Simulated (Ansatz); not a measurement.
**SnO2: a line through a two-coordinate scan**

How does the energy of SnO2 (P6_3/mmc, No. 194; 6 atoms in the cell) vary with equal normal strain along x, y and z, at amplitude of mode 1 (21i cm⁻¹) = −0.254 Å?

Program: Ansatz 0.2.0. Level of theory: DFT PBE+D3(BJ), scalar-relativistic, plane waves, PAW. These are calculated values, not measurements.

9 further runs of the same task are left out: 9 set aside as unsound or not needed.

## Step 1: The starting structure

Symmetry: P6_3/mmc, No. 194, hexagonal system. The conventional cell has a = 3.211 Å, b = 3.211 Å, c = 10.333 Å, α = 90.00°, β = 90.00°, γ = 120.00°. Around Sn (site symmetry -3m) lie 6 O at 2.11 Å. O (site symmetry 3m) has 3 Sn at 2.11 Å as nearest neighbours.

Coordinates:

```cif
data_structure
_symmetry_space_group_name_H-M 'P 1'
_symmetry_Int_Tables_number 1
_cell_length_a 3.2112
_cell_length_b 3.2112
_cell_length_c 10.3331
_cell_angle_alpha 90.000
_cell_angle_beta 90.000
_cell_angle_gamma 120.000
_cell_volume 92.28
loop_
_atom_site_label
_atom_site_type_symbol
_atom_site_fract_x
_atom_site_fract_y
_atom_site_fract_z
_atom_site_occupancy
Sn1 Sn 0.00000 0.00000 0.50000 1
Sn2 Sn 0.00000 0.00000 0.00000 1
O1 O 0.66667 0.33333 0.40179 1
O2 O 0.66667 0.33333 0.09821 1
O3 O 0.33333 0.66667 0.59821 1
O4 O 0.33333 0.66667 0.90179 1
```

It goes back to an entry of the Materials Project, which need not be the stable form.

This cell was relaxed beforehand with the same method: volume 15.38 Å³/atom, gap on the mesh 2.08 eV.

## Step 2: What is varied

The energy is mapped over a normal mode and a strain (zone-centre modes of the cell shown) (x along [1 0 0], y along [1 2 0], z along [0 0 1] of the conventional cell).

- amplitude of mode 1 (21i cm⁻¹), largest displacement in the unstrained cell: 11 values from −0.634 to 0.634 Å
- equal normal strain along x, y and z: 7 values from −2.50 to 2.50 %

Nothing else is relaxed (the pattern is fixed in fractional coordinates). Energies count from the relaxed high-symmetry cell. Points are written as (first, second).

The modes come from a phonon run on the reference cell, made beforehand.

The patterns, per unit of each coordinate (Å):

```
atom      x1     y1     z1
 Sn1   0.987  0.000  0.000
 Sn2  -0.987  0.000  0.000
  O3   1.000  0.000  0.000
  O4  -1.000  0.000  0.000
  O5   1.000  0.000  0.000
  O6  -1.000  0.000  0.000
```

## Step 3: Grid point (−0.254 Å, −2.50 %)

File input.yaml:

```yaml
crystal:
  lattice:
    - [3.1309003151, 0.0, 0.0]
    - [-1.5654501576, 2.7114392096, 0.0]
    - [0.0, 0.0, 10.0747363625]
  atoms:
    - { symbol: Sn, position: [-0.0779839477, 0.0, 0.5] }
    - { symbol: Sn, position: [0.0779839477, 0.0, 0.0] }
    - { symbol: O, position: [0.5876925777, 0.3333333333, 0.4017901351] }
    - { symbol: O, position: [0.7456407556, 0.3333333333, 0.0982098649] }
    - { symbol: O, position: [0.2543592444, 0.6666666667, 0.5982098649] }
    - { symbol: O, position: [0.4123074223, 0.6666666667, 0.9017901351] }
basis:
  ecutwfc: 520.0
kpoints:
  mp_grid: { grid: [12, 12, 4] }
hamiltonian:
  xc: pbe
  dispersion: d3bj
scf:
  occupations: { method: gaussian, width: 0.05 }
output:
  forces: true
  stress: true
  eigenvalues: true
```

The run is started by

```console
$ ansatz run input.yaml --threads 2 --pin off --max-ram 4096MiB --backend cpu --events-out ev --progress --plain --runs-dir out
```

Standard output, shortened:

```text
Warning: RAYON_NUM_THREADS=2 ignored (pool sized by the plan → 2); use --threads N
[...]
Pseudopotentials: kind: paw
Pseudopotential: Sn, paw, valence charge 14, recommended cutoff 420 eV (normal), Sn.paw.azcp
Pseudopotential: O, paw, valence charge 6, recommended cutoff 420 eV (normal), O.paw.azcp
Functional definition: PBE
[...]
Crystal: 6 atoms, lattice volume = 85.527 Å³
Basis set: ecut = 520 eV, 2299 PW (Γ), exchange–correlation on 48×48×150 points (8 copies of the dense FFT grid, shifted against one another)
Bands: 32, of which v1, the nominal top of the filled ones, is band 26 counted from 1 (25 counted from 0)
Symmetry: 4 space group operations
Space group: C2221 (ITA 20), of the structure as read, at distance tolerance 4.4e-5 Å
k-points: 129 of 576 (time reversal used)
[...]
SCF iter   1: F=—  HF=-14317.779742 eV  |F-HF|=—  |Δ(HF+E_count)|=         —  Δρ=1.91e-3  dr2=1.20e-3  ethr=1.77e-3  ⟨swp⟩=6.8  Hψ=19220  notcnv=0
[...]
SCF iter   6: F=-14317.782583 eV  HF=-14317.782583 eV  |F-HF|=5.59e-8  |Δ(HF+E_count)|=   2.39e-7  Δρ=1.10e-5  dr2=7.73e-8  ethr=1.92e-10  ⟨swp⟩=8.2  Hψ=21116  notcnv=0
[...]
SCF converged after 6 iterations
Free energy (F): -14317.782583 eV
[...]
E sigma→0 (E₀):  -14317.782583 eV
Fermi energy:    7.557982 eV
[...]
--- Forces (eV/Å), atoms counted from 1 ---
  atom   1  Sn    -0.06522915    -0.00000000     0.00000000
  atom   2  Sn     0.06522915     0.00000000     0.00000000
  atom   3  O      0.00052063    -0.00202216    -0.96052460
  atom   4  O     -0.00052063    -0.00202216     0.96052460
  atom   5  O      0.00052063     0.00202216     0.96052460
  atom   6  O     -0.00052063     0.00202216    -0.96052460
[...]
--- Stress (GPa, compression-positive) ---
       14.993689       0.000000       0.000000
        0.000000      14.883437       0.000000
        0.000000       0.000000       7.055926
  P = ⅓ Tr σ = 12.3110 GPa (123.110 kbar)
--- Band table (eV; the first three rows and the last of 129) ---
[...]
```

Run time: 22 s. Hardware: 2 threads of Arm Neoverse V1, shared host; peak memory 0.59 GiB.

On the map this point reads 226 meV.

## Step 4: Grid point (−0.254 Å, −0.83 %)

input.yaml: that of step 3 with these lines changed.

```diff
@@ -2,5 +2,5 @@
   lattice:
-    - [3.1309003151, 0.0, 0.0]
-    - [-1.5654501576, 2.7114392096, 0.0]
-    - [0.0, 0.0, 10.0747363625]
+    - [3.184527018, 0.0, 0.0]
+    - [-1.592263509, 2.7578812966, 0.0]
+    - [0.0, 0.0, 10.2472985135]
   atoms:
```

The run is started by

```console
$ ansatz run input.yaml --threads 2 --pin off --max-ram 4096MiB --backend cpu --events-out ev --progress --plain --runs-dir out
```

Standard output, shortened:

```text
[...]
SCF converged after 6 iterations
Free energy (F): -14317.998210 eV
[...]
E sigma→0 (E₀):  -14317.998210 eV
Fermi energy:    6.752451 eV
[...]
--- Forces (eV/Å), atoms counted from 1 ---
  atom   1  Sn    -0.05335776     0.00000000     0.00000000
  atom   2  Sn     0.05335776     0.00000000     0.00000000
  atom   3  O     -0.00127288    -0.00193663    -0.29725554
  atom   4  O      0.00127288    -0.00193663     0.29725554
  atom   5  O     -0.00127288     0.00193663     0.29725554
  atom   6  O      0.00127288     0.00193663    -0.29725554
[...]
--- Stress (GPa, compression-positive) ---
        4.453926       0.000000       0.000000
        0.000000       4.359859       0.000000
        0.000000       0.000000       1.840563
  P = ⅓ Tr σ = 3.5514 GPa (35.514 kbar)
--- Band table (eV; the first three rows and the last of 129) ---
[...]
```

Run time: 23 s. Hardware: 2 threads of Arm Neoverse V1, shared host; peak memory 0.6 GiB.

On the map this point reads 10 meV.

## Step 5: Grid point (−0.254 Å, 0.00 %)

input.yaml: that of step 4 with these lines changed.

```diff
@@ -2,5 +2,5 @@
   lattice:
-    - [3.184527018, 0.0, 0.0]
-    - [-1.592263509, 2.7578812966, 0.0]
-    - [0.0, 0.0, 10.2472985135]
+    - [3.2111798104, 0.0, 0.0]
+    - [-1.6055899052, 2.7809632919, 0.0]
+    - [0.0, 0.0, 10.3330629359]
   atoms:
@@ -25 +25,5 @@
   eigenvalues: true
+  write_density: true
+  write_potential: true
+  elf: true
+  volumetric_format: npy
```

The run is started by

```console
$ ansatz run input.yaml --threads 2 --pin off --max-ram 4096MiB --backend cpu --events-out ev --progress --plain --runs-dir out
```

Standard output, shortened:

```text
[...]
SCF converged after 6 iterations
Free energy (F): -14318.022447 eV
[...]
E sigma→0 (E₀):  -14318.022447 eV
Fermi energy:    6.375073 eV
[...]
--- Forces (eV/Å), atoms counted from 1 ---
  atom   1  Sn    -0.04804445     0.00000000     0.00000000
  atom   2  Sn     0.04804445     0.00000000    -0.00000000
  atom   3  O     -0.00208090    -0.00189167    -0.01057563
  atom   4  O      0.00208090    -0.00189167     0.01057563
  atom   5  O     -0.00208090     0.00189167     0.01057563
  atom   6  O      0.00208090     0.00189167    -0.01057563
[...]
--- Stress (GPa, compression-positive) ---
        0.106903       0.000000       0.000000
        0.000000       0.019947      -0.000000
        0.000000      -0.000000      -0.300559
  P = ⅓ Tr σ = -0.0579 GPa (-0.579 kbar)
--- Band table (eV; the first three rows and the last of 129) ---
[...]
```

Wall time 33 s (2 threads of Arm Neoverse V1, shared host); peak memory 0.61 GiB.

Axes a, b and c in the maps are those of this run's conventional cell (a, b, c = 3.211, 5.562, 10.333 Å).

Density in a lattice plane of the grid's cell (edges 5.56 and 10.33 Å, at 0.078 of the third edge), which holds Sn and O.

Values in e/Å³, 12 rows by 6 columns:
```
 0.92  0.61  6.59  0.40  0.05  0.17
 0.03  0.14  1.03  0.12  0.01  0.03
 0.01  0.01  0.03  0.01  0.00  0.01
 0.04  0.09  0.48  0.08  0.03  0.08
 0.50  0.35  2.64  0.32  0.09  0.30
 5.51  0.43  0.29  0.37  0.29  0.43
 0.50  0.30  0.09  0.32  2.64  0.35
 0.04  0.08  0.03  0.08  0.48  0.09
 0.01  0.01  0.00  0.01  0.03  0.01
 0.03  0.03  0.01  0.12  1.03  0.14
 0.92  0.17  0.05  0.40  6.59  0.61
16.32  0.73  0.34  0.21  0.34  0.73
```
Columns run along the first of these edges and rows up along the second, over one cell in 6 and 12 even steps from the bottom left corner. Atoms in the plane (fractional): Sn at (0.00, 0.00), O at (0.67, 0.10), O at (0.33, 0.90).

ELF in the same plane.

Values, 12 rows by 6 columns:
```
0.24 0.51 0.43 0.54 0.03 0.12
0.04 0.47 0.87 0.46 0.01 0.02
0.00 0.01 0.01 0.01 0.00 0.00
0.06 0.30 0.78 0.30 0.04 0.25
0.20 0.38 0.78 0.38 0.08 0.32
0.06 0.17 0.27 0.16 0.27 0.17
0.20 0.32 0.08 0.38 0.78 0.38
0.06 0.25 0.04 0.30 0.78 0.30
0.00 0.00 0.00 0.01 0.01 0.01
0.04 0.02 0.01 0.46 0.87 0.46
0.24 0.12 0.03 0.54 0.43 0.51
0.00 0.20 0.46 0.11 0.46 0.20
```
Columns run along the first of these edges and rows up along the second, over one cell in 6 and 12 even steps from the bottom left corner. Atoms in the plane (fractional): Sn at (0.00, 0.00), O at (0.67, 0.10), O at (0.33, 0.90).

Both are smooth fields of the valence electrons: close to the nuclei they are not physical.

Outside the cores ELF peaks at 0.88 beside O, off the lines to its neighbours, 0.5 Å from O; 0.82 in the shell around O, 0.6 Å from O.

Energy on the map's scale: −14 meV.

## Step 6: The run at (−0.254 Å, 0.83 %)

input.yaml: that of step 5 with these lines changed.

```diff
@@ -2,5 +2,5 @@
   lattice:
-    - [3.2111798104, 0.0, 0.0]
-    - [-1.6055899052, 2.7809632919, 0.0]
-    - [0.0, 0.0, 10.3330629359]
+    - [3.2378326028, 0.0, 0.0]
+    - [-1.6189163014, 2.8040452872, 0.0]
+    - [0.0, 0.0, 10.4188273583]
   atoms:
@@ -25,5 +25 @@
   eigenvalues: true
-  write_density: true
-  write_potential: true
-  elf: true
-  volumetric_format: npy
```

The run is started by

```console
$ ansatz run input.yaml --threads 2 --pin off --max-ram 4096MiB --backend cpu --events-out ev --progress --plain --runs-dir out
```

Standard output, shortened:

```text
[...]
SCF converged after 7 iterations
Free energy (F): -14317.998067 eV
[...]
E sigma→0 (E₀):  -14317.998067 eV
Fermi energy:    6.012159 eV
[...]
--- Forces (eV/Å), atoms counted from 1 ---
  atom   1  Sn    -0.04309034     0.00000000     0.00000000
  atom   2  Sn     0.04309034    -0.00000000     0.00000000
  atom   3  O     -0.00283597    -0.00184612     0.25041932
  atom   4  O      0.00283597    -0.00184612    -0.25041932
  atom   5  O     -0.00283597     0.00184612    -0.25041932
  atom   6  O      0.00283597     0.00184612     0.25041932
[...]
--- Stress (GPa, compression-positive) ---
       -3.723254       0.000000       0.000000
        0.000000      -3.803660      -0.000000
        0.000000      -0.000000      -2.181872
  P = ⅓ Tr σ = -3.2363 GPa (-32.363 kbar)
--- Band table (eV; the first three rows and the last of 129) ---
[...]
```

Run time: 27 s. Hardware: 2 threads of Arm Neoverse V1, shared host; peak memory 0.62 GiB.

That is 10 meV from the zero.

## Step 7: Point (−0.254 Å, 1.67 %)

input.yaml: that of step 6 with these lines changed.

```diff
@@ -2,5 +2,5 @@
   lattice:
-    - [3.2378326028, 0.0, 0.0]
-    - [-1.6189163014, 2.8040452872, 0.0]
-    - [0.0, 0.0, 10.4188273583]
+    - [3.2648065132, 0.0, 0.0]
+    - [-1.6324032566, 2.8274053789, 0.0]
+    - [0.0, 0.0, 10.5056250869]
   atoms:
@@ -25 +25,5 @@
   eigenvalues: true
+  write_density: true
+  write_potential: true
+  elf: true
+  volumetric_format: npy
```

The run is started by

```console
$ ansatz run input.yaml --threads 2 --pin off --max-ram 4096MiB --backend cpu --events-out ev --progress --plain --runs-dir out
```

Standard output, shortened:

```text
Warning: RAYON_NUM_THREADS=2 ignored (pool sized by the plan → 2); use --threads N
[...]
Pseudopotentials: kind: paw
Pseudopotential: Sn, paw, valence charge 14, recommended cutoff 420 eV (normal), Sn.paw.azcp
Pseudopotential: O, paw, valence charge 6, recommended cutoff 420 eV (normal), O.paw.azcp
Functional definition: PBE
[...]
Crystal: 6 atoms, lattice volume = 96.977 Å³
Basis set: ecut = 520 eV, 2571 PW (Γ), exchange–correlation on 50×50×160 points (8 copies of the dense FFT grid, shifted against one another)
Bands: 32, of which v1, the nominal top of the filled ones, is band 26 counted from 1 (25 counted from 0)
Symmetry: 4 space group operations
Space group: C2221 (ITA 20), of the structure as read, at distance tolerance 4.6e-5 Å
k-points: 129 of 576 (time reversal used)
[...]
SCF iter   1: F=—  HF=-14317.926707 eV  |F-HF|=—  |Δ(HF+E_count)|=         —  Δρ=1.96e-3  dr2=1.95e-3  ethr=1.77e-3  ⟨swp⟩=6.4  Hψ=18411  notcnv=0
[...]
SCF iter   7: F=-14317.928392 eV  HF=-14317.928392 eV  |F-HF|=1.73e-10  |Δ(HF+E_count)|=   1.24e-8  Δρ=2.55e-6  dr2=7.57e-9  ethr=1.92e-10  ⟨swp⟩=9.9  Hψ=28938  notcnv=0
[...]
SCF converged after 7 iterations
Free energy (F): -14317.928392 eV
[...]
E sigma→0 (E₀):  -14317.928392 eV
Fermi energy:    5.658625 eV
[...]
--- Forces (eV/Å), atoms counted from 1 ---
  atom   1  Sn    -0.03841706     0.00000000     0.00000000
  atom   2  Sn     0.03841706     0.00000000    -0.00000000
  atom   3  O     -0.00354792    -0.00179924     0.49051188
  atom   4  O      0.00354792    -0.00179924    -0.49051188
  atom   5  O     -0.00354792     0.00179924    -0.49051188
  atom   6  O      0.00354792     0.00179924     0.49051188
[...]
--- Stress (GPa, compression-positive) ---
       -7.125469       0.000000       0.000000
        0.000000      -7.199766      -0.000000
        0.000000      -0.000000      -3.849048
  P = ⅓ Tr σ = -6.0581 GPa (-60.581 kbar)
--- Band table (eV; the first three rows and the last of 129) ---
[...]
```

Wall time 40 s (2 threads of Arm Neoverse V1, shared host); peak memory 0.63 GiB.

The maps below are laid out on this run's own conventional cell (a, b, c = 3.265, 5.655, 10.506 Å).

Density in a lattice plane of the grid's cell (edges 5.65 and 10.51 Å, at 0.078 of the third edge), which holds Sn and O.

Ten even steps from ' ' (0.00 e/Å³) to '@' (16.28 e/Å³):
```
::..    ..            ..
      ..==..            
        ..              
                        
                        
                        
                        
        ..              
..                      
--..                  ..
..                      
                ..      
                        
                        
                        
                        
                ..      
              ..==..    
::..            ..    ..
@@--                  --
```
Columns run along the first of these edges and rows up along the second, over one cell in 12 and 20 even steps from the bottom left corner. Atoms in the plane (fractional): Sn at (0.00, 0.00), O at (0.67, 0.10), O at (0.33, 0.90).

ELF in the same plane.

Ten even steps from '0' (0.00) to '9' (0.88):
```
023888300022
226848600011
016999500000
002575200000
000000000000
001343100010
004898300232
114889400242
222686210122
011132123111
222101268622
124200498841
023200389840
001000134310
000000000000
000000257520
000000599961
211000684862
022000388832
002353135320
```
Columns run along the first of these edges and rows up along the second, over one cell in 12 and 20 even steps from the bottom left corner. Atoms in the plane (fractional): Sn at (0.00, 0.00), O at (0.67, 0.10), O at (0.33, 0.90).

Both are smooth fields of the valence electrons: close to the nuclei they are not physical.

The highest ELF values outside the cores: 0.88 beside O, off the lines to its neighbours, 0.5 Å from O; 0.82 in the shell around O, 0.6 Å from O.

On the map this point reads 80 meV.

## Step 8: The run at (−0.254 Å, 2.50 %)

input.yaml: that of step 7 with these lines changed.

```diff
@@ -2,5 +2,5 @@
   lattice:
-    - [3.2648065132, 0.0, 0.0]
-    - [-1.6324032566, 2.8274053789, 0.0]
-    - [0.0, 0.0, 10.5056250869]
+    - [3.2914593056, 0.0, 0.0]
+    - [-1.6457296528, 2.8504873742, 0.0]
+    - [0.0, 0.0, 10.5913895093]
   atoms:
@@ -25,5 +25 @@
   eigenvalues: true
-  write_density: true
-  write_potential: true
-  elf: true
-  volumetric_format: npy
```

The run is started by

```console
$ ansatz run input.yaml --threads 2 --pin off --max-ram 4096MiB --backend cpu --events-out ev --progress --plain --runs-dir out
```

Standard output, shortened:

```text
Warning: RAYON_NUM_THREADS=2 ignored (pool sized by the plan → 2); use --threads N
[...]
Pseudopotentials: kind: paw
Pseudopotential: Sn, paw, valence charge 14, recommended cutoff 420 eV (normal), Sn.paw.azcp
Pseudopotential: O, paw, valence charge 6, recommended cutoff 420 eV (normal), O.paw.azcp
Functional definition: PBE
[...]
Crystal: 6 atoms, lattice volume = 99.371 Å³
Basis set: ecut = 520 eV, 2667 PW (Γ), exchange–correlation on 50×50×160 points (8 copies of the dense FFT grid, shifted against one another)
Bands: 32, of which v1, the nominal top of the filled ones, is band 26 counted from 1 (25 counted from 0)
Symmetry: 4 space group operations
Space group: C2221 (ITA 20), of the structure as read, at distance tolerance 4.6e-5 Å
k-points: 129 of 576 (time reversal used)
[...]
SCF iter   1: F=—  HF=-14317.817520 eV  |F-HF|=—  |Δ(HF+E_count)|=         —  Δρ=2.00e-3  dr2=2.43e-3  ethr=1.77e-3  ⟨swp⟩=6.2  Hψ=18513  notcnv=0
[...]
SCF iter   7: F=-14317.819183 eV  HF=-14317.819183 eV  |F-HF|=1.51e-9  |Δ(HF+E_count)|=   8.51e-9  Δρ=2.09e-6  dr2=5.04e-9  ethr=1.92e-10  ⟨swp⟩=5.8  Hψ=16399  notcnv=0
[...]
SCF converged after 7 iterations
Free energy (F): -14317.819183 eV
[...]
E sigma→0 (E₀):  -14317.819183 eV
Fermi energy:    5.322335 eV
[...]
--- Forces (eV/Å), atoms counted from 1 ---
  atom   1  Sn    -0.03411944     0.00000000     0.00000000
  atom   2  Sn     0.03411944     0.00000000     0.00000000
  atom   3  O     -0.00420230    -0.00175278     0.70580212
  atom   4  O      0.00420230    -0.00175278    -0.70580212
  atom   5  O     -0.00420230     0.00175278    -0.70580212
  atom   6  O      0.00420230     0.00175278     0.70580212
[...]
--- Stress (GPa, compression-positive) ---
      -10.064338       0.000000       0.000000
        0.000000     -10.133074       0.000000
        0.000000       0.000000      -5.286176
  P = ⅓ Tr σ = -8.4945 GPa (-84.945 kbar)
--- Band table (eV; the first three rows and the last of 129) ---
[...]
```

Wall time 27 s (2 threads of Arm Neoverse V1, shared host); peak memory 0.64 GiB.

On the map this point reads 189 meV.

## Step 9: Results

| equal normal strain along x, y and z (%) | step | energy (meV) | slope (meV per %) | pressure (GPa) | band gap on the k-mesh (eV) | largest force on an atom (eV/Å) |
| --- | --- | --- | --- | --- | --- | --- |
| −2.50 | 3 | 226 | −202 | 12.3 | 2.61 | 0.96 |
| −1.67 | – | 89 | −128 | 7.7 | 2.44 | 0.62 |
| −0.83 | 4 | 10 | −60 | 3.6 | 2.27 | 0.30 |
| 0.00 | 5 | −14 | 1 | −0.1 | 2.11 | 0.05 |
| 0.83 | 6 | 10 | 57 | −3.2 | 1.96 | 0.25 |
| 1.67 | 7 | 80 | 108 | −6.1 | 1.82 | 0.49 |
| 2.50 | 8 | 189 | 154 | −8.5 | 1.69 | 0.71 |

Energies count from the relaxed high-symmetry cell. Rows without a step come from runs not printed here or follow by symmetry. Slopes come from the forces (and the stress, where the cell changes), not from differences of energies.

In words: Along the line the energy is lowest at 0.00 %, −14 meV from the zero. A fit to energies and slopes at the lowest point and its two neighbours puts the minimum at −0.012 %, with a curvature of about 71 meV per %². The highest point computed, at −2.50 %, lies 240 meV above the lowest. This is one cut through a surface in two coordinates; the map's lowest point lies off it. The reference is no minimum along the unstable mode, and wells on the map were not tested along the other modes.

The gaps are Kohn-Sham values of a semilocal functional, not quasiparticle or optical gaps. Such gaps usually fall short of the measured ones.
